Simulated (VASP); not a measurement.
Input of a VASP 6.6.1 run:

Contents of POSCAR:

```
BaTiO3
1.0
    3.9855000000      0.0000000000      0.0000000000
    0.0000000000      2.8369000000      2.8451500000
    0.0000000000     -2.8369000000      2.8451500000
Ba Ti O
1 1 3
Direct
    0.0000000000      0.0000000000      0.0000000000
    0.5000000000      0.5124000000      0.5124000000
    0.5000000000      0.9918400000      0.5052400000
    0.5000000000      0.5052400000      0.9918400000
    0.0000000000      0.4874000000      0.4874000000
```

INCAR.step1

```
PREC = Accurate ; ENCUT = 520
EDIFF = 1E-7 ; ISMEAR = 0
SIGMA = 0.02 ; LREAL = F
LASPH = T ; NELM = 100
ALGO = Normal ; ISIF = 2
LWAVE = F ; LCHARG = T
LMAXMIX = 4 ; GGA = PS
KPAR = 2
```

Contents of KPOINTS.step1:

```
regular mesh
0
Gamma
  8 8 8
```

INCAR.step2

```
PREC = Accurate ; ENCUT = 520
EDIFF = 1E-7 ; ISMEAR = 0
SIGMA = 0.05 ; LREAL = F
LASPH = T ; NELM = 100
ALGO = Normal ; ISIF = 2
LWAVE = F ; LCHARG = F
LMAXMIX = 4 ; GGA = PS
ICHARG = 11 ; KPAR = 2
```

The input KPOINTS.step2:

```
path GXSRAZGYX1A1TY,ZT
20
line-mode
reciprocal
 0.0000000000  0.0000000000  0.0000000000  G
 0.0000000000  0.4985522663 -0.4985522663  X

 0.0000000000  0.4985522663 -0.4985522663  X
 0.0000000000  0.0000000000 -0.5000000000  S

 0.0000000000  0.0000000000 -0.5000000000  S
-0.5000000000  0.0000000000 -0.5000000000  R

-0.5000000000  0.0000000000 -0.5000000000  R
-0.5000000000  0.4985522663 -0.4985522663  A

-0.5000000000  0.4985522663 -0.4985522663  A
-0.5000000000  0.0000000000  0.0000000000  Z

-0.5000000000  0.0000000000  0.0000000000  Z
 0.0000000000  0.0000000000  0.0000000000  G

 0.0000000000  0.0000000000  0.0000000000  G
 0.0000000000 -0.5000000000 -0.5000000000  Y

 0.0000000000 -0.5000000000 -0.5000000000  Y
 0.0000000000 -0.4985522663 -0.5014477337  X1

 0.0000000000 -0.4985522663 -0.5014477337  X1
-0.5000000000 -0.4985522663 -0.5014477337  A1

-0.5000000000 -0.4985522663 -0.5014477337  A1
-0.5000000000 -0.5000000000 -0.5000000000  T

-0.5000000000 -0.5000000000 -0.5000000000  T
 0.0000000000 -0.5000000000 -0.5000000000  Y

-0.5000000000  0.0000000000  0.0000000000  Z
-0.5000000000 -0.5000000000 -0.5000000000  T
```

Potentials or basis: VASP PAW PBE potentials, release 64 (Ba_sv, Ti_sv, O).

The run is started by

```console
$ cat potpaw_PBE.64/Ba_sv/POTCAR potpaw_PBE.64/Ti_sv/POTCAR potpaw_PBE.64/O/POTCAR > POTCAR
$ cp INCAR.step1 INCAR
$ cp KPOINTS.step1 KPOINTS
$ mpirun -np 2 vasp_std > vasp.out
$ cp INCAR.step2 INCAR
$ cp KPOINTS.step2 KPOINTS
$ mpirun -np 2 vasp_std > vasp.out
```

Predict the band gap along the path.

1.80 eV, indirect (least direct gap 2.01 eV).

Predict the band gap on the k mesh.

1.80 eV, indirect (least direct gap 2.01 eV).

Levels at the corners of the path, in eV from the valence-band top:
| point | band 16 | band 17 | band 18 | band 19 | band 20 | band 21 | band 22 | band 23 | band 24 |
| --- | --- | --- | --- | --- | --- | --- | --- | --- | --- |
| Γ | -1.16 | -1.11 | -0.36 | -0.25 | -0.21 | 1.80 | 1.87 | 2.03 | 4.04 |
| X | -2.72 | -1.68 | -0.92 | -0.88 | -0.14 | 3.54 | 3.60 | 3.94 | 4.90 |
| X | -2.72 | -1.68 | -0.92 | -0.88 | -0.14 | 3.54 | 3.60 | 3.94 | 4.90 |
| S | -1.97 | -1.87 | -1.71 | -0.83 | -0.75 | 2.06 | 3.53 | 3.56 | 4.08 |
| S | -1.97 | -1.87 | -1.71 | -0.83 | -0.75 | 2.06 | 3.53 | 3.56 | 4.08 |
| R | -2.72 | -1.74 | -0.90 | -0.89 | -0.09 | 3.55 | 3.57 | 3.95 | 4.78 |
| R | -2.72 | -1.74 | -0.90 | -0.89 | -0.09 | 3.55 | 3.57 | 3.95 | 4.78 |
| A | -2.42 | -2.41 | -0.05 | -0.01 | 0.00 | 4.16 | 4.21 | 4.22 | 6.55 |
| A | -2.42 | -2.41 | -0.05 | -0.01 | 0.00 | 4.16 | 4.21 | 4.22 | 6.53 |
| Z | -2.03 | -1.84 | -1.76 | -0.84 | -0.79 | 2.01 | 3.51 | 3.59 | 4.02 |
| Z | -2.03 | -1.84 | -1.76 | -0.84 | -0.79 | 2.01 | 3.51 | 3.59 | 4.02 |
| Γ | -1.16 | -1.11 | -0.36 | -0.25 | -0.21 | 1.80 | 1.87 | 2.03 | 4.04 |
| Γ | -1.16 | -1.11 | -0.36 | -0.25 | -0.21 | 1.80 | 1.87 | 2.03 | 4.04 |
| Y | -2.72 | -1.68 | -0.92 | -0.88 | -0.14 | 3.54 | 3.60 | 3.94 | 4.90 |
| Y | -2.72 | -1.68 | -0.92 | -0.88 | -0.14 | 3.54 | 3.60 | 3.94 | 4.90 |
| X1 | -2.72 | -1.68 | -0.92 | -0.88 | -0.14 | 3.54 | 3.60 | 3.94 | 4.90 |
| X1 | -2.72 | -1.68 | -0.92 | -0.88 | -0.14 | 3.54 | 3.60 | 3.94 | 4.90 |
| A1 | -2.42 | -2.41 | -0.05 | -0.01 | 0.00 | 4.16 | 4.21 | 4.22 | 6.54 |
| A1 | -2.42 | -2.41 | -0.05 | -0.01 | 0.00 | 4.16 | 4.21 | 4.22 | 6.54 |
| T | -2.42 | -2.41 | -0.05 | -0.01 | 0.00 | 4.16 | 4.21 | 4.22 | 6.53 |
| T | -2.42 | -2.41 | -0.05 | -0.01 | 0.00 | 4.16 | 4.21 | 4.22 | 6.60 |
| Y | -2.72 | -1.68 | -0.92 | -0.88 | -0.14 | 3.54 | 3.60 | 3.94 | 4.90 |
| Z | -2.03 | -1.84 | -1.76 | -0.84 | -0.79 | 2.01 | 3.51 | 3.59 | 4.02 |
| T | -2.42 | -2.41 | -0.05 | -0.01 | 0.00 | 4.16 | 4.21 | 4.22 | 6.53 |

Caveat: the log is that of the step along the path at fixed density, whose energy, stress, charges and moments have no meaning; spin-orbit coupling is left out, which moves the levels of the heavy elements.
